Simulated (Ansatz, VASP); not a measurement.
## CoSi2 (CoSi2 strained to the junction's net): VASP beside Ansatz

Aim: how closely do two programs agree when they are given the same cell, functional and k mesh? The cell is generated by rule, not measured, and may not be a known phase. Of the first pair: The structure shown is the start of the Ansatz relaxation below; VASP solves that cell, so the two are compared at the walk's first step.

Program: Ansatz 0.2.0. Level of theory: plane waves, with VASP 6.6.1 beside it; single point at PBE. Results are calculated unless marked as measured.

## Step 1: Set-up

The structure is trigonal, space group R-3m (No. 166). The conventional cell has a = 3.854 Å, b = 3.854 Å, c = 9.174 Å, α = 90.00°, β = 90.00°, γ = 120.00°. Nearest to Si lie 4 Co at 2.29 to 2.35 Å. Nearest to Co lie 8 Si at 2.29 to 2.35 Å. Farther neighbours are not listed.

## Step 2: Ansatz: relaxation, PBE

Ansatz runs on its default PAW (the set named soft_2) files.

The two programs are compared at the cell with which this relaxation starts, whose forces are those of its first step.

Contents of input.yaml:

```yaml
crystal:
  lattice:
    - [3.854, 0.0, 0.0]
    - [-1.927, 3.3376619062, 0.0]
    - [0.0, 0.0, 9.1742135305]
  atoms:
    - { symbol: Si, position: [0.0, 0.0, 0.0] }
    - { symbol: Co, position: [0.3333333333, 0.6666666667, 0.0833333333] }
    - { symbol: Si, position: [0.6666666667, 0.3333333333, 0.1666666667] }
    - { symbol: Si, position: [0.3333333333, 0.6666666667, 0.3333333333] }
    - { symbol: Co, position: [0.6666666667, 0.3333333333, 0.4166666667] }
    - { symbol: Si, position: [0.0, 0.0, 0.5] }
    - { symbol: Si, position: [0.6666666667, 0.3333333333, 0.6666666667] }
    - { symbol: Co, position: [0.0, 0.0, 0.75] }
    - { symbol: Si, position: [0.3333333333, 0.6666666667, 0.8333333333] }
kpoints:
  mp_grid: { grid: [12, 12, 3] }
scf:
  occupations: { method: fermi_dirac, width: 0.1 }
  max_iter: 150
hamiltonian:
  xc: pbe
relax:
  f_tol: 0.01
  max_steps: 40
  cell: { fix: [a, b, angles] }
```

Run with:

```console
$ ansatz run input.yaml --threads 8 --pin off --max-ram 24576MiB --backend cpu --events-out ev --progress --plain --runs-dir out
```

Numbers of over 12 decimals in the logs are rounded to 6 here.

The log of the run:

```text
Engine: ansatz 0.2.0, aarch64-unknown-linux-gnu
Pseudopotentials: kind: paw
Pseudopotential: Si, paw, valence charge 4, recommended cutoff 420 eV (normal), Si.paw.azcp
Pseudopotential: Co, paw, valence charge 17, recommended cutoff 420 eV (normal), Co.paw.azcp
Functional definition: PBE
  parameter kappa = 0.804
  parameter beta = 0.066725
  exchange = pbe_x(kappa = kappa, mu = beta*pi^2/3)
  correlation = pbe_c(beta = beta)
Crystal: 9 atoms, lattice volume = 118.011 Å³
Basis set: ecut = 420 eV, 2287 PW (Γ), exchange–correlation on 54×54×128 points (8 copies of the dense FFT grid, shifted against one another)
Bands: 47, of which v1, the nominal top of the filled ones, is band 38 counted from 1 (37 counted from 0)
Symmetry: 36 space group operations
Space group: R-3m (ITA 166), of the structure as read, at distance tolerance 4.9e-5 Å
k-points: 50 of 432
Non-local potential: Si, projectors of the file, l = 0: 2, l = 1: 2, l = 2: 2
Non-local potential: Co, projectors of the file, l = 0: 3, l = 1: 2, l = 2: 3, l = 3: 1
PAW form: soft (Blöchl's): semilocal exchange-correlation on the pseudo side does not see the compensation charge
PAW one-centre angular grid: Si, 110 points (default); XC on 64 Gauss nodes
PAW one-centre angular grid: Co, 590 points (default); XC on 64 Gauss nodes
Initial density: superposition of atomic densities (neutral atoms: chi_scale 0, normalization atom), corrected by the library's trained network
Initial wavefunctions: pseudopotential atomic-orbital guess
Functional: x = pbe(κ = 0.804, μ = 0.219515), c = pbe(β = 0.066725)
SCF iter   1: F=—  HF=-19197.512768 eV  |F-HF|=—  |Δ(HF+E_count)|=         —  Δρ=4.11e-3  dr2=2.13e-2  ethr=1.77e-3  ⟨swp⟩=7.4  Hψ=9932  notcnv=0  defer=9
preconditioner: auto → Kerker (q_TF=auto, 2.530 Å⁻¹)  [metal: Δε(μ)=0.016 eV  Ē_g=7.019 eV  σ=0.100 eV  W_gap=0.04  n_scr=36 (ndim 8)  ℏωp=24.4 eV  f_vac=0.003  D(μ)=2.95/eV (n_scr^D=24)]
SCF iter   2: F=—  HF=-19197.513199 eV  |F-HF|=—  |Δ(HF+E_count)|=   4.30e-4  Δρ=3.36e-3  dr2=1.52e-2  ethr=2.84e-5  ⟨swp⟩=2.0  Hψ=3569  notcnv=0  defer=11
SCF iter   3: F=—  HF=-19197.514739 eV  |F-HF|=—  |Δ(HF+E_count)|=   1.54e-3  Δρ=5.13e-3  dr2=2.00e-2  ethr=2.02e-5  ⟨swp⟩=2.0  Hψ=3286  notcnv=0  defer=11
SCF iter   4: F=—  HF=-19197.513266 eV  |F-HF|=—  |Δ(HF+E_count)|=   1.47e-3  Δρ=2.50e-3  dr2=4.82e-3  ethr=2.02e-5  ⟨swp⟩=1.0  Hψ=2298  notcnv=0  defer=11
SCF iter   5: F=—  HF=-19197.512952 eV  |F-HF|=—  |Δ(HF+E_count)|=   3.14e-4  Δρ=6.30e-4  dr2=3.42e-4  ethr=6.43e-6  ⟨swp⟩=1.1  Hψ=2301  notcnv=0  defer=11
SCF iter   6: F=—  HF=-19197.512954 eV  |F-HF|=—  |Δ(HF+E_count)|=   2.29e-6  Δρ=6.73e-5  dr2=5.33e-6  ethr=4.56e-7  ⟨swp⟩=2.0  Hψ=2935  notcnv=0  defer=11
SCF iter   7: F=—  HF=-19197.512911 eV  |F-HF|=—  |Δ(HF+E_count)|=   4.29e-5  Δρ=2.96e-5  dr2=8.87e-7  ethr=7.10e-9  ⟨swp⟩=2.0  Hψ=3523  notcnv=0  defer=11
SCF iter   8: F=-19197.512911 eV  HF=-19197.512911 eV  |F-HF|=1.80e-8  |Δ(HF+E_count)|=   8.57e-8  Δρ=5.82e-6  dr2=2.64e-8  ethr=1.33e-10  ⟨swp⟩=3.1  Hψ=9500  notcnv=0
SCF 1 converged in 8 iterations: F = -19197.512911 eV  dr2 = 2.64e-8
  greatest PAW one-centre occupation: 1.000 electrons in one spin orbital (limit 2), on the Co atom at site 7 (counted from 0), in its partial waves of l = 0
relax step   1: F+E_penalty+E_count = -19197.51291125 eV  Δ(F+E_penalty+E_count) = +0.000e0 eV  max|allowed force component| = 2.863e-1 eV/Å  Δτ_max = 0.0000 Å  P = -3.473 GPa  Ω = 118.011 Å³  fix = [a, b, alpha, beta, gamma]  reactions: a -6.299, b -6.299 GPa  (8 SCF iters, dr2 threshold 1.00e-7 eV, accepted)
[...]
relax step   4: F+E_penalty+E_count = -19197.53422466 eV  Δ(F+E_penalty+E_count) = +7.382e-6 eV  max|allowed force component| = 2.771e-5 eV/Å  Δτ_max = 0.0004 Å  P = -3.682 GPa  Ω = 118.069 Å³  energy of the carried Pulay correction = -2.467e-5 eV  fix = [a, b, alpha, beta, gamma]  reactions: a -5.488, b -5.488 GPa  (6 SCF iters, dr2 threshold 9.33e-8 eV, accepted)
[...]
relax step   5: F+E_penalty+E_count = -19197.53424245 eV  Δ(F+E_penalty+E_count) = -1.779e-5 eV  max|allowed force component| = 2.291e-4 eV/Å  Δτ_max = 0.0002 Å  P = -3.643 GPa  Ω = 118.041 Å³  energy of the carried Pulay correction = -1.262e-5 eV  fix = [a, b, alpha, beta, gamma]  reactions: a -5.466, b -5.466 GPa  (6 SCF iters, dr2 threshold 1.25e-8 eV, accepted)
[...]
relax step   6: F+E_penalty+E_count = -19197.53425093 eV  Δ(F+E_penalty+E_count) = -8.481e-6 eV  max|allowed force component| = 2.290e-4 eV/Å  Δτ_max = 0.0000 Å  P = -3.643 GPa  Ω = 118.041 Å³  fix = [a, b, alpha, beta, gamma]  reactions: a -5.466, b -5.466 GPa  stress off target by 4.35e-3 GPa on what of the cell is left free  SCF on the basis re-selected at this cell (its energy is not comparable with the rows above)  (8 SCF iters)
basis re-selected at this cell: Δ(F+E_penalty+E_count) = -8.481e-6 eV, ΔP = -0.000 GPa vs the last step (what re-selecting the basis moved, of the pressure what is left beyond the Pulay correction that the steps carried, after the strain that the cell walked since its last selection, with what the two solves' SCF thresholds leave and, on support functions, any second-order correction that the steps lacked; it is no m [...]
SCF converged after 8 iterations
Free energy (F): -19197.534251 eV
Harris-Foulkes:  -19197.534251 eV  (|F-HF|=3.64e-12)
Internal energy: -19197.433557 eV  (E = F + TS)
E sigma→0 (E₀):  -19197.483904 eV
Entropy (-TS):   -0.100694 eV (-11.188 meV/atom)
Fermi energy:    12.491206 eV
--- Per-component energies (eV) ---
  E_band       = -876.407580
  E_kinetic    = 1636.577481
  E_local      = -12370.136443  (includes V_loc(G=0)·N_el)
  E_nonlocal   = 1503.092868
  E_hartree    = 5376.703079
  E_xc         = -820.050381
  E_vxc        = -912.761914  (∫ρ·V_xc dr)
  E_paw        = -7623.514582  (= ΣΔE_a)
  E_vpaw       = -1486.586131  (= ΣTr[D̂ρ^β])
  E_aug_tail   = 0.000312  (compensation charges beyond the density's cutoff)
  E_ewald      = -6900.105892
  E_smearing   = -0.100694  (= −TS)
  E_closure    = 0.000000  (closes the sum)
  Σ components = -19197.534251   (vs F -19197.534251, Δ=0.00e0)
--- Forces (eV/Å), atoms counted from 1 ---
  atom   1  Si    -0.00000000    -0.00000000    -0.00022902
  atom   2  Co     0.00000000     0.00000000     0.00000000
  atom   3  Si    -0.00000000     0.00000000     0.00022902
  atom   4  Si    -0.00000000    -0.00000000    -0.00022902
  atom   5  Co     0.00000000    -0.00000000     0.00000000
  atom   6  Si    -0.00000000     0.00000000     0.00022902
  atom   7  Si    -0.00000000    -0.00000000    -0.00022902
  atom   8  Co    -0.00000000    -0.00000000     0.00000000
  atom   9  Si    -0.00000000     0.00000000     0.00022902
  max |Σ_I F_I| component: 1.36e-16 eV/Å
--- Stress (GPa, compression-positive) ---
       -5.466334      -0.000000       0.000000
       -0.000000      -5.466334       0.000000
        0.000000       0.000000       0.004345
  P = ⅓ Tr σ = -3.6428 GPa (-36.428 kbar)
--- Relaxed structure (5 steps of the walk, 5 accepted, 1 SCFs on fresh bases) ---
  F+E_penalty+E_count = -19197.53425093 eV   max|allowed force component| = 2.290e-4 eV/Å   (the final SCF, on the basis selected at the relaxed cell)
  cell:  # Å, volume = 118.0406 Å³
    - [3.854000, 0, 0]
    - [-1.927000, 3.337662, 0]
    - [0, 0, 9.176507]
  atoms:
    - { symbol: Si, position: [8.251414239015967e-19, 0, 0.00270391] }
    - { symbol: Co, position: [0.333333, 0.666667, 0.083333] }
    - { symbol: Si, position: [0.666667, 0.333333, 0.163963] }
    - { symbol: Si, position: [0.333333, 0.666667, 0.336037] }
    - { symbol: Co, position: [0.666667, 0.333333, 0.416667] }
    - { symbol: Si, position: [-8.251414239015967e-19, 0, 0.497296] }
    - { symbol: Si, position: [0.666667, 0.333333, 0.669371] }
    - { symbol: Co, position: [0, 0, 0.750000] }
    - { symbol: Si, position: [0.333333, 0.666667, 0.830629] }
```

## Step 3: VASP: single point, PBE, start cell, pair 1

The same cell, functional, mesh and smearing now go to VASP, with its own data sets.

Lines of VASP's logs that name or quote its potential files are left out, and so is its time.

Contents of INCAR:

```
SYSTEM = CoSi2
PREC = Accurate
ENCUT = 520
EDIFF = 1E-06
NELM = 120
ISMEAR = -1
SIGMA = 0.1
LREAL = .FALSE.
ALGO = Normal
GGA = PE
NBANDS = 34
LASPH = .TRUE.
LORBIT = 11
LWAVE = .FALSE.
LCHARG = .FALSE.
ISIF = 2
GGA_COMPAT = .FALSE.
KPAR = 2
```

Contents of POSCAR:

```
CoSi2
1.0
    3.8540000000      0.0000000000      0.0000000000
   -1.9270000000      3.3376620000      0.0000000000
    0.0000000000      0.0000000000      9.1742140000
Si Co
6 3
Direct
    0.0000000000      0.0000000000      0.0000000000
    0.6666666667      0.3333333333      0.1666667030
    0.3333333333      0.6666666667      0.3333332970
    0.0000000000      0.0000000000      0.5000000000
    0.6666666667      0.3333333333      0.6666665940
    0.3333333333      0.6666666667      0.8333332970
    0.3333333333      0.6666666667      0.0833333515
    0.6666666667      0.3333333333      0.4166666485
    0.0000000000      0.0000000000      0.7499999455
```

Contents of KPOINTS:

```
Automatic mesh
0
Gamma
12 12 3
0 0 0
```

PAW data sets: Si and Co (PBE family, release 64).

Run with:

```console
$ mpirun -np 2 vasp_std
```

The log of the run:

```text
[banner, memory and clock lines left out]
running    2 mpi-ranks, on    1 nodes
 distrk:  each k-point on    1 cores,    2 groups
 distr:  one band on    1 cores,    1 groups

 POSCAR found type information on POSCAR SiCo
 POSCAR found :  2 types and       9 ions
 LDA part: xc-table for (Slater+PW92), standard interpolation
 POSCAR, INCAR and KPOINTS ok, starting setup
 FFT: planning ... GRIDC
 FFT: planning ... GRID_SOFT
 FFT: planning ... GRID
 WAVECAR not read
 entering main loop
       N       E                     dE             d eps       ncg     rms          rms(c)
DAV:   1     0.321181196900E+03    0.32118E+03   -0.20823E+04  3400   0.150E+03
DAV:   2    -0.336562261102E+02   -0.35484E+03   -0.33985E+03  3400   0.341E+02
DAV:   3    -0.609848178634E+02   -0.27329E+02   -0.26026E+02  4190   0.107E+02
DAV:   4    -0.620992307329E+02   -0.11144E+01   -0.11054E+01  4272   0.209E+01
DAV:   5    -0.621424512931E+02   -0.43221E-01   -0.43165E-01  4692   0.388E+00    0.244E+01
DAV:   6    -0.738756435578E+02   -0.11733E+02   -0.13142E+02  4764   0.147E+02    0.325E+01
DAV:   7    -0.575843945914E+02    0.16291E+02   -0.60235E+01  4496   0.122E+02    0.738E+00
DAV:   8    -0.581899174433E+02   -0.60552E+00   -0.76347E+00  4206   0.143E+01    0.550E+00
DAV:   9    -0.578719854152E+02    0.31793E+00   -0.99903E-01  4776   0.131E+01    0.152E+00
DAV:  10    -0.578732735351E+02   -0.12881E-02   -0.54571E-02  3828   0.143E+00    0.967E-01
DAV:  11    -0.578698072506E+02    0.34663E-02   -0.21387E-02  4750   0.178E+00    0.421E-01
DAV:  12    -0.578692382391E+02    0.56901E-03   -0.12358E-03  5220   0.432E-01    0.196E-01
DAV:  13    -0.578692477918E+02   -0.95526E-05   -0.11885E-03  5208   0.341E-01    0.918E-02
DAV:  14    -0.578691761724E+02    0.71619E-04   -0.28087E-04  5242   0.215E-01    0.206E-02
DAV:  15    -0.578691784135E+02   -0.22410E-05   -0.16312E-05  3868   0.197E-02    0.757E-03
DAV:  16    -0.578691790933E+02   -0.67985E-06   -0.39888E-07  2150   0.590E-03
   1 F= -.57869179E+02 E0= -.57818837E+02  d E =-.100684E+00
```

From OUTCAR (step 3):

```text
ion  position               nearest neighbor table
   1  0.000  0.000  0.000-   9 2.29   7 2.35   7 2.35   7 2.35   6 2.70   2 2.70   6 2.70   2 2.70
                             6 2.70   2 2.70
   2  0.667  0.333  0.167-   8 2.29   7 2.35   7 2.35   7 2.35   3 2.70   3 2.70   3 2.70   1 2.70
                             1 2.70   1 2.70
   3  0.333  0.667  0.333-   7 2.29   8 2.35   8 2.35   8 2.35   2 2.70   2 2.70   2 2.70   4 2.70
                             4 2.70   4 2.70
   4  0.000  0.000  0.500-   9 2.29   8 2.35   8 2.35   8 2.35   5 2.70   5 2.70   5 2.70   3 2.70
                             3 2.70   3 2.70
   5  0.667  0.333  0.667-   8 2.29   9 2.35   9 2.35   9 2.35   4 2.70   4 2.70   4 2.70   6 2.70
                             6 2.70   6 2.70
   6  0.333  0.667  0.833-   7 2.29   9 2.35   9 2.35   9 2.35   1 2.70   5 2.70   1 2.70   5 2.70
                             5 2.70   1 2.70
   7  0.333  0.667  0.083-   3 2.29   6 2.29   2 2.35   1 2.35   1 2.35   2 2.35   2 2.35   1 2.35

  LATTYP: Found a hexagonal cell.
 ALAT       =     3.8540000000
 C/A-ratio  =     2.3804395433

 Subroutine GETGRP returns: Found 12 space group operations
 (whereof  6 operations were pure point group operations)

The static configuration has the point symmetry C_3v.
 The point group associated with its full space group is D_3d.

 Found     50 irreducible k-points:

   k-points           NKPTS =     50   k-points in BZ     NKDIM =     50   number of bands    NBANDS=     34

   dimension x,y,z NGX =    30 NGY =   30 NGZ =   70
   dimension x,y,z NGXF=    60 NGYF=   60 NGZF=  140

   ENCUT  =  520.0 eV  38.22 Ry    6.18 a.u.   7.17  7.17 17.06*2*pi/ulx,y,z

   NELECT =      51.0000    total number of electrons

 k-points in reciprocal lattice and weights: Automatic mesh
   0.00000000  0.00000000  0.00000000       0.002
   0.08333333 -0.00000000  0.00000000       0.014
   0.16666667 -0.00000000  0.00000000       0.014
   0.25000000 -0.00000000  0.00000000       0.014
   0.33333333  0.00000000  0.00000000       0.014
   0.41666667 -0.00000000  0.00000000       0.014
   0.50000000 -0.00000000  0.00000000       0.007
   0.08333333  0.08333333  0.00000000       0.014
   0.16666667  0.08333333  0.00000000       0.028
[...]
-0.25000000 -0.41666667  0.33333333       0.028
   0.33333333  0.33333333  0.33333333       0.009

 average (electrostatic) potential at core
       1 -79.8002       2 -79.8002       3 -79.8002       4 -79.8002       5 -79.8002
       6 -79.8002       7 -78.5434       8 -78.5434       9 -78.5434

 E-fermi :   9.7661

 k-point     1 :       0.0000    0.0000    0.0000
  band No.  band energies     occupation
    ...
     16       7.8203      2.00000
     17       7.9455      2.00000
     18       7.9455      2.00000
     19       8.1433      2.00000
     20       8.1433      2.00000
     21      10.1207      0.05607
     22      10.1207      0.05607
     23      10.1207      0.05606
     24      10.1207      0.05606
     25      10.2595      0.01430
    ...

 k-point     2 :       0.0833   -0.0000    0.0000
  band No.  band energies     occupation
    ...
     18       8.0574      2.00000
     19       8.0989      2.00000
     20       8.1090      2.00000
     21       9.4922      1.87859
     22       9.6288      1.59572
     23      10.1316      0.05043
     24      10.3509      0.00576
     25      10.3920      0.00382
     26      11.8229      0.00000
     27      11.8737      0.00000
    ...

 k-point     3 :       0.1667   -0.0000    0.0000
  band No.  band energies     occupation
    ...
     19       8.1943      2.00000
     20       8.2269      2.00000
     21       8.9778      1.99925
     22       9.1058      1.99729
     23       9.6917      1.35578
     24      10.0759      0.08641
     25      10.3149      0.00824
     26      11.1456      0.00000
     27      11.2318      0.00000
     28      11.5910      0.00000
    ...

  Total       -4.7149940     -4.7149943      1.5209551      0.0000000      0.0000000      0.0000000
  in kB      -64.0130905    -64.0130941     20.6492382      0.0000000      0.0000000      0.0000000
  external PRESSURE =     -35.7923154 kB  Pullay stress =       0.0000000 kB

  energy-cutoff  :      520.00
  volume of cell :      118.01
      direct lattice vectors                 reciprocal lattice vectors
     3.854000000  0.000000000  0.000000000     0.259470680  0.149805463  0.000000000
    -1.927000000  3.337662000  0.000000000     0.000000000  0.299610925  0.000000000
     0.000000000  0.000000000  9.174214000     0.000000000  0.000000000  0.109001163

 POSITION                                       TOTAL-FORCE (eV/Angst)
 -----------------------------------------------------------------------------------
      0.00000      0.00000      0.00000         0.000000      0.000000      0.286002
      1.92700      1.11255      1.52904         0.000000     -0.000000     -0.286002
     -0.00000      2.22511      3.05807        -0.000000     -0.000000      0.286002
      0.00000      0.00000      4.58711        -0.000000     -0.000000     -0.286002
      1.92700      1.11255      6.11614        -0.000000      0.000000      0.286002
     -0.00000      2.22511      7.64518         0.000000     -0.000000     -0.286002
     -0.00000      2.22511      0.76452        -0.000000     -0.000000      0.000000
      1.92700      1.11255      3.82259        -0.000000     -0.000000      0.000000
      0.00000      0.00000      6.88066        -0.000000     -0.000000      0.000000
 -----------------------------------------------------------------------------------
    total drift:                               -0.000000     -0.000000     -0.000026

  FREE ENERGIE OF THE ION-ELECTRON SYSTEM (eV)
  ---------------------------------------------------
  free  energy   TOTEN  =       -57.8691790933 eV

  energy  without entropy=      -57.7684950845  energy(sigma->0) =      -57.81883709

 total charge
# of ion       s       p       d       tot
------------------------------------------
    1        0.719   0.857   0.000   1.576
    2        0.719   0.857   0.000   1.576
    3        0.719   0.857   0.000   1.576
    4        0.719   0.857   0.000   1.576
    5        0.719   0.857   0.000   1.576
    6        0.719   0.857   0.000   1.576
    7        0.529   0.692   7.572   8.793
    8        0.529   0.692   7.572   8.793
    9        0.529   0.692   7.572   8.793
--------------------------------------------------
tot          5.899   7.217  22.716  35.833

[... 3 further parts left out ...]
```

This run has no spin polarisation, so a moment on Co, if there is one, isn't seen. Its electron count is odd, so without a moment it is a metal by construction.

## Step 4: Side by side

Known differences besides the potentials themselves: the data sets hold 75 valence electrons in Ansatz (on its default PAW (the set named soft_2) files) and 51 in VASP; the cutoff is 420 eV in Ansatz and 520 eV in VASP. Total energies have different zeros and are not compared.

Forces (eV/Å; atoms numbered as in POSCAR):

```
atom        Ansatz x, y, z          VASP x, y, z
 Si1   0.000, 0.000, 0.286   0.000, 0.000, 0.286
 Si2  0.000, 0.000, -0.286  0.000, 0.000, -0.286
 Si3   0.000, 0.000, 0.286   0.000, 0.000, 0.286
 Si4  0.000, 0.000, -0.286  0.000, 0.000, -0.286
 Si5   0.000, 0.000, 0.286   0.000, 0.000, 0.286
 Si6  0.000, 0.000, -0.286  0.000, 0.000, -0.286
 Co7   0.000, 0.000, 0.000   0.000, 0.000, 0.000
 Co8   0.000, 0.000, 0.000   0.000, 0.000, 0.000
 Co9   0.000, 0.000, 0.000   0.000, 0.000, 0.000
```

The forces differ by 0.2 meV/Å r.m.s., which is 0.1 % of the r.m.s. force of 0.135 eV/Å (both taken over all components).

(Continued in part 2 of 2.)

[Lines on the potential files, build, host, timing and source positions are cut from VASP's logs without a mark.]

[Logs are printed without paths, hosts, clocks, repeated set-up lines and the standing remarks that a program may print on its own settings, such as how far it seeks lower states.]

[Hosts, paths, dates, database ids (printed as entryN), source tags and the programs' standing remarks are cut or masked in the printed files.]
